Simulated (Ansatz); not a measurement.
# Compressing InSb: a fit and a missing row

InSb, F-43m, a = 6.555 Å. Ansatz: r2SCAN, PAW, 500 eV, Γ-centred 12×12×12 mesh on 2 atoms, Gaussian smearing 0.10 eV; no spin polarisation. Symmetry fixes shape and atoms, so the cell is only scaled; pressure is positive in compression.

| V (Å³/atom) | P (GPa) |
| --- | --- |
| 30.984 | ? |
| 32.041 | 5.17 |
| 33.097 | 3.15 |
| 34.153 | 1.44 |
| 35.209 | 0.02 |
| 36.266 | -1.18 |
| 37.322 | -2.19 |
| 38.730 | -3.29 |

Q: Take V0 = 35.209 Å³/atom, count pressures from its P0 = 0.02 GPa, fit the third-order Birch–Murnaghan form to the other rows, and predict the missing pressure.

A: With the Eulerian strain f = ½[(V0/V)^(2/3) − 1] and y = (P − P0)/[3f(1 + 2f)^(5/2)], the form is the line y = B0 + 1.5 B0 (B0′ − 4) f. Rows (f, y): 0.03244, 45.2; 0.02105, 44.7; 0.01025, 43.9; -0.00976, 43.1; -0.01905, 42.6; -0.03078, 42.0. Means f = 0.0006917, y = 43.583; Σ(Δf)² = 0.003003, ΣΔfΔy = 0.1514; the slope is their ratio. y = 43.55 + 50.41 f GPa, so B0 = 43.5 GPa and B0′ = 4 + 2 × (50.41)/(3 × 43.55) = 4.77. At V = 30.984, f = 0.04448, y = 45.79 and P = 7.58 GPa. The run gave 7.59 GPa, so the fit is 0.01 GPa too low, a small miss on the scale of the series.